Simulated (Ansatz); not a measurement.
# Si (P-1) in Ansatz: density of states with RPBE+D4

Aim: the density of states of Si with RPBE+D4.

Program: Ansatz 0.2.0. These are calculated values, not measurements. Logs are shortened: lines on timing, memory, paths and dates and some standing lists are left out, and cuts for length are marked.

**1. The cell of the first run**

The typed cell holds 1 atom: a = 2.652 Å, b = 2.576 Å, c = 2.486 Å, α = 91.09°, β = 88.67°, γ = 120.22°.

This isn't the form of Si at room conditions, which is diamond.

**2. Density of states, RPBE+D4 (cell strained at random at fixed volume)**

Input file input.yaml:

```yaml
crystal:
  lattice:
    - [2.65190812, 0.0, 0.0]
    - [-1.2966041195, 2.225923294, 0.0]
    - [0.0577838801, -0.0211058623, 2.4848492849]
  atoms:
    - { symbol: Si, position: [0.019937, 0.008047, 0.993019] }
kpoints:
  mp_grid: { grid: [11, 12, 11] }
scf:
  occupations: { method: fermi_dirac, width: 0.05 }
hamiltonian:
  xc: rpbe
  dispersion: d4
  pseudopotentials: { kind: all_electron, lapw: { basis_error: 0.001 } }
output:
  forces: true
  stress: true
  eigenvalues: true
  dos: { projected: false, de: 0.1, e_range: [-10, 8] }
```

Potentials or basis: all-electron LAPW, scalar-relativistic.

On the command line:

```
ansatz run input.yaml --threads 1 --pin off --max-ram 3072MiB --backend cpu --events-out ev --progress --plain --runs-dir out
```

Output:

```text
Warning: RAYON_NUM_THREADS=1 ignored (pool sized by the plan → 1); use --threads N
LAPW: plane waves up to 6.946 Å⁻¹, error target 1.0e-3 eV per atom; small_component_spin mean_spin; Si in spheres of 1.243 Å, 12 of its electrons in bands, Dirac shells [] (how accurate: hamiltonian.pseudopotentials.lapw.basis_error, Limitations)
Engine: ansatz 0.2.0, aarch64-unknown-linux-gnu
Pseudopotentials: kind: all_electron
Pseudopotential: Si, LAPW, valence charge 12, lapw/all_electron/scalar/gaussian/Si, Koelling and Harmon's equation, gaussian nucleus
Functional definition: RPBE
  parameter kappa = 0.804
  parameter beta = 0.06672455060314922
  exchange = rpbe_x(kappa = kappa, mu = beta*pi^2/3)
  correlation = pbe_c(beta = beta)
Crystal: 1 atoms, lattice volume = 14.668 Å³
Basis set: ecut = 183.79885665644045 eV, 73 PW (Γ), exchange–correlation at level 2
Bands: 10, of which v1, the nominal top of the filled ones, is band 6 counted from 1 (5 counted from 0)
Symmetry: 2 space group operations
Space group: P-1 (ITA 2), of the structure as read, at distance tolerance 2.4e-5 Å
k-points: 727 of 1452
Non-local potential: Si, projectors of the file, none
Initial density: superposition of atomic densities (chi_scale 0.1, normalization cell)
Initial wavefunctions: plane waves of lowest kinetic energy (no species holds an atomic orbital)
Functional: x = rpbe, c = pbe(β = 0.06672455060314922)
iter 1 solved again at ethr=2.29e-4 eV; its pass at ethr=1.00e-1 eV (dr2=2.75e-2 eV) is discarded
SCF iter   1: F=—  HF=-7895.933518 eV  |F-HF|=—  |Δ(HF+E_count)|=         —  Δρ=1.92e-2  dr2=2.75e-2  ethr=2.29e-4  ⟨swp⟩=3.0  Hψ=54448  notcnv=0
preconditioner: auto → none  [metal: Δε(μ)=0.004 eV  Ē_g=13.940 eV  σ=0.050 eV  W_gap=0.02  n_scr=2 (ndim 8)  ℏωp=19.4 eV  f_vac=0.000  D(μ)=0.34/eV (n_scr^D=0)  sad-step TF]
SCF iter   2: F=—  HF=-7895.930598 eV  |F-HF|=—  |Δ(HF+E_count)|=   2.92e-3  Δρ=1.24e-2  dr2=1.27e-2  ethr=2.29e-4  ⟨swp⟩=2.0  Hψ=20405  notcnv=0
iter 3 solved again at ethr=1.27e-6 eV; its pass at ethr=1.06e-4 eV (dr2=1.53e-4 eV) is discarded
SCF iter   3: F=—  HF=-7895.931672 eV  |F-HF|=—  |Δ(HF+E_count)|=   1.07e-3  Δρ=1.29e-3  dr2=1.53e-4  ethr=1.27e-6  ⟨swp⟩=2.0  Hψ=36118  notcnv=0
SCF iter   4: F=—  HF=-7895.931711 eV  |F-HF|=—  |Δ(HF+E_count)|=         —  Δρ=1.46e-4  dr2=1.97e-6  ethr=1.27e-6  ⟨swp⟩=2.0  Hψ=19598  notcnv=0
the basis was enlarged: its passes take 398.4 KiB over the memory plan, 1 of 1 planned eigensolver slots
SCF iter   5: F=-7895.931712 eV  HF=-7895.931712 eV  |F-HF|=5.49e-8  |Δ(HF+E_count)|=   2.88e-7  Δρ=1.81e-5  dr2=2.59e-8  ethr=1.64e-8  ⟨swp⟩=2.1  Hψ=19639  notcnv=0
SCF 1 converged in 5 iterations: F = -7895.931712 eV  dr2 = 2.59e-8
SCF converged after 5 iterations
Free energy (F): -7895.931712 eV
Harris-Foulkes:  -7895.931712 eV  (|F-HF|=5.49e-8)
Internal energy: -7895.928957 eV  (E = F + TS)
E sigma→0 (E₀):  -7895.930334 eV
Entropy (-TS):   -0.002755 eV (-2.755 meV/atom)
Fermi energy:    11.992216 eV
--- Per-component energies (eV) ---
  E_band       = -690.703527
  E_kinetic    = 7918.186907
  E_xc         = -571.904949
  E_electrostatic = -15241.299514  (all electrons and nuclei)
  E_disp       = -0.911400  (pairwise vdW)
  E_smearing   = -0.002755  (= −TS)
  E_closure    = 0.000000  (closes the sum)
  E_atoms      = -7890.250620  (free atoms, spherical and without spin; not in F)
  Σ components = -7895.931712   (vs F -7895.931712, Δ=0.00e0)
  Basis errors (estimates in eV, not in F): energy 4.4e-4 per atom: plane waves 4.1e-4 (2.2e-4 summed), levels above the bands 2.1e-110, relativity 1.2e-8, radial functions 2.9e-5, core shells 1.7e-12; eigenvalues (radial functions only) 8.1e-6; not estimated: angular momenta, meshes, grids; target (lapw.basis_error) 1.0e-3; muffin-tin radii Si 1.243 Å
--- Forces (eV/Å), atoms counted from 1 ---
  atom   1  Si     0.00000000     0.00000000     0.00000000
  max |Σ_I F_I| component: 0.00e0 eV/Å
--- Stress (GPa, compression-positive) ---
       -4.475716      -0.664751      -1.937602
       -0.664751      -2.937669       1.059377
       -1.937602       1.059377      -6.603413
  P = ⅓ Tr σ = -4.6723 GPa (-46.723 kbar)
--- Band table (eV; the first three rows and the last of 727) ---
  k-point 0: bands = ["-122.6575", "-78.5170", "-78.5076", "-78.4618", "-2.1416", "19.3884", "19.7027", "22.2995", "23.0323", "23.8332"]
  k-point 1: bands = ["-122.6574", "-78.5169", "-78.5075", "-78.4630", "-1.9512", "16.1845", "22.4322", "22.8620", "23.1840", "23.9931"]
  k-point 2: bands = ["-122.6571", "-78.5166", "-78.5073", "-78.4662", "-1.3828", "12.9689", "22.8856", "23.6091", "24.4155", "25.5006"]
  k-point 726: bands = ["-122.6561", "-78.5262", "-78.5109", "-78.4621", "2.8187", "7.5321", "15.5020", "20.3176", "23.2527", "26.4432"]
```

dos.tsv:

```text
# E-E_F[eV]	g_bin_mean(E)[states/eV]	N(E)
# format = ansatz-dos/2
# fermi_ev = 11.992216
# fermi_mp_grid = 11 12 11
# fermi_mp_shift = 0 0 0
# tetrahedron_fermi_ev = 12.046496
# g_bin_mean(E): the states in a bin one row spacing wide, centred on E, divided by that spacing. States that the method places at a single energy (under output.dos.method: tetrahedron, those of a tetrahedron whose four corners have one energy) are counted whole in the row whose bin holds that energy (on the edge of two bins, in the lower row). The sum of g_bin_mean over a run of rows, times the row spacing, is the number of states from half a spacing under the first of them to half a spacing over the last (a plain sum, not the trapezoid rule).
-10.000000	2.283293e-1	8.595869e0
-9.900000	2.316738e-1	8.618870e0
-9.800000	2.349120e-1	8.642201e0
-9.700000	2.440922e-1	8.665943e0
-9.600000	2.634128e-1	8.691339e0
-9.500000	2.635556e-1	8.718122e0
[... 173 lines left out ...]
7.900000	5.877226e-1	1.575201e1
8.000000	5.756923e-1	1.581012e1
```

Wall time 17 s (1 thread of Arm Neoverse V1, shared host); peak memory 0.38 GiB.

What came out:

```
Free energy            : -7895.9317 eV
Pressure               : -4.7 GPa
Band gap on the k mesh : none (metal or under the smearing width)
```

States per cell in windows of 1 eV (zero at the Fermi level; states under -8 eV left out):
```
from (eV)  total
     -8.0   0.28
     -7.0   0.27
     -6.0   0.31
     -5.0   0.36
     -4.0   0.40
     -3.0   0.49
     -2.0   0.39
     -1.0   0.35
      0.0   0.38
      1.0   0.37
      2.0   0.43
      3.0   0.48
      4.0   0.50
      5.0   0.51
      6.0   0.58
```

Caveat: pairwise dispersion overbinds metals, which lowers pressure and volume.
